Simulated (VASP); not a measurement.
Input of a VASP 6.6.1 run:

The input POSCAR:

```
CdS
1.0
    4.1500000000      0.0000000000      0.0000000000
   -2.0750000000      3.5940054257      0.0000000000
    0.0000000000      0.0000000000      6.7370000000
Cd S
2 2
Direct
    0.6666666667      0.3333333333      0.5000000000
    0.3333333333      0.6666666667      0.0000000000
    0.6666666667      0.3333333333      0.8750000000
    0.3333333333      0.6666666667      0.3750000000
```

File INCAR.step1:

```
SYSTEM = CdS
PREC = Accurate ; ENCUT = 520
EDIFF = 1E-6 ; ISMEAR = -1
SIGMA = 0.05 ; LREAL = .False.
LASPH = .True. ; NELM = 60
ALGO = Normal ; ISIF = 2
LWAVE = .False. ; LCHARG = .True.
GGA = 91
```

File KPOINTS.step1:

```
regular mesh
0
Gamma
  7 7 4
  0 0 0
```

File INCAR.step2:

```
SYSTEM = CdS
PREC = Accurate ; ENCUT = 520
EDIFF = 1E-6 ; ISMEAR = 0
SIGMA = 0.05 ; LREAL = .False.
LASPH = .True. ; NELM = 60
ALGO = Normal ; ISIF = 2
LWAVE = .False. ; LCHARG = .False.
GGA = 91 ; ICHARG = 11
```

File KPOINTS.step2:

```
path GMKGALHA,LM,KH
10
line-mode
reciprocal
 0.0000000000  0.0000000000  0.0000000000  G
 0.5000000000  0.0000000000  0.0000000000  M

 0.5000000000  0.0000000000  0.0000000000  M
 0.3333333333  0.3333333333  0.0000000000  K

 0.3333333333  0.3333333333  0.0000000000  K
 0.0000000000  0.0000000000  0.0000000000  G

 0.0000000000  0.0000000000  0.0000000000  G
 0.0000000000  0.0000000000  0.5000000000  A

 0.0000000000  0.0000000000  0.5000000000  A
 0.5000000000  0.0000000000  0.5000000000  L

 0.5000000000  0.0000000000  0.5000000000  L
 0.3333333333  0.3333333333  0.5000000000  H

 0.3333333333  0.3333333333  0.5000000000  H
 0.0000000000  0.0000000000  0.5000000000  A

 0.5000000000  0.0000000000  0.5000000000  L
 0.5000000000  0.0000000000  0.0000000000  M

 0.3333333333  0.3333333333  0.0000000000  K
 0.3333333333  0.3333333333  0.5000000000  H
```

Potentials or basis: VASP PAW PBE potentials, release 64 (Cd, S).

Launch:

```console
$ cat potpaw_PBE.64/Cd/POTCAR potpaw_PBE.64/S/POTCAR > POTCAR
$ cp INCAR.step1 INCAR
$ cp KPOINTS.step1 KPOINTS
$ mpirun -np 1 vasp_std > vasp.out
$ cp INCAR.step2 INCAR
$ cp KPOINTS.step2 KPOINTS
$ mpirun -np 1 vasp_std > vasp.out
```

(1) Predict the band gap along the path.

(2) Predict the band gap on the k mesh.

Results:

(1) 1.18 eV, direct.

(2) 1.18 eV, direct.

Caveat: the log is that of the step along the path at fixed density, whose energy, stress, charges and moments have no meaning.

**Measured values to compare with.**

“Isotope dependence of band-gap energy”, 2008, arxiv:0807.2152 quotes, for a bulk crystal of CdS: band gap 2.5809 ± 0.0002 eV.

Measured gap of CdS: 2.5809 eV (quoted in “Isotope dependence of band-gap energy”, 2008, arxiv:0807.2152). This calculation gives 1.18 eV (-1.40 eV). So large a miss can be the level of theory's own, or it may mean another phase, state or a wrong row. Spin-orbit coupling on Cd is left out. The value is that of PW91, without temperature or zero-point motion. Semilocal functionals fall short of measured gaps as a rule.
